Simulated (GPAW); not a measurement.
Set up this calculation in GPAW 26.7.0, as an ASE script.

- Task: single point
- Functional: PBE
- Potentials or basis: GPAW PAW data sets (gpaw-data 1.2.1)
- Cutoff: 600 eV
- Basis: pw
- k mesh: 9 × 9 × 9
- Occupations: gaussian, width 0.014 eV
- Spin: no spin polarisation
- Maxiter: 150

The structure of Sn lies in Sn.xyz:

```xyz
2
Lattice="-2.9401404553 2.9401404553 1.5993019889 2.9401404553 -2.9401404553 1.5993019889 2.9401404553 2.9401404553 -1.5993019889" Properties=species:S:1:pos:R:3 pbc="T T T"
Sn     0.0000000000      0.0000000000      0.0000000000
Sn     0.0000000000      2.9401404553      0.7996509944
```

The input as run:

run.py

```python
from ase.dft.bandgap import bandgap
from ase.io import read, write
from ase.units import Bohr, GPa
from gpaw import GPAW, PW
from gpaw.elf import elf_from_dft_calculation

atoms = read('Sn.xyz')

calc = GPAW(mode=PW(600),
            xc='PBE',
            kpts={'size': (9, 9, 9), 'gamma': True},
            occupations={'name': 'methfessel-paxton', 'order': 0, 'width': 0.014},
            nbands=24,
            convergence={'density': 1e-05, 'energy': 1e-05},
            maxiter=150,
            txt='gpaw.txt')
atoms.calc = calc
energy = atoms.get_potential_energy()
forces = atoms.get_forces()
stress = atoms.get_stress()
calc.write('gs.gpw')
write('result.traj', atoms)
print(f'Energy: {energy:.6f} eV')
print('Forces (eV/A):')
print(forces.round(4))
print('Stress (GPa):', (stress / GPa).round(3))
print('Fermi level:', round(calc.get_fermi_level(), 4), 'eV')
print(f'Gap: {bandgap(calc)[0]:.4f} eV, direct: {bandgap(calc, direct=True)[0]:.4f} eV')

# fields on the real-space grid
write('density.cube', atoms, data=calc.get_pseudo_density() * Bohr**3)
write('potential.cube', atoms, data=calc.get_electrostatic_potential())
write('elf.cube', atoms, data=elf_from_dft_calculation(calc).data)
```

Potentials or basis: GPAW PAW data sets (gpaw-data 1.2.1), pw.

Run with:

```bash
$ OMP_NUM_THREADS=1 python run.py
```

Results of the run:

* Pressure: 1.1 GPa
* Band gap on the k mesh: none (metal or under the smearing width)

Run time: 66 s on 1 thread of Arm Neoverse V1, on a shared host, peak memory 0.22 GiB.
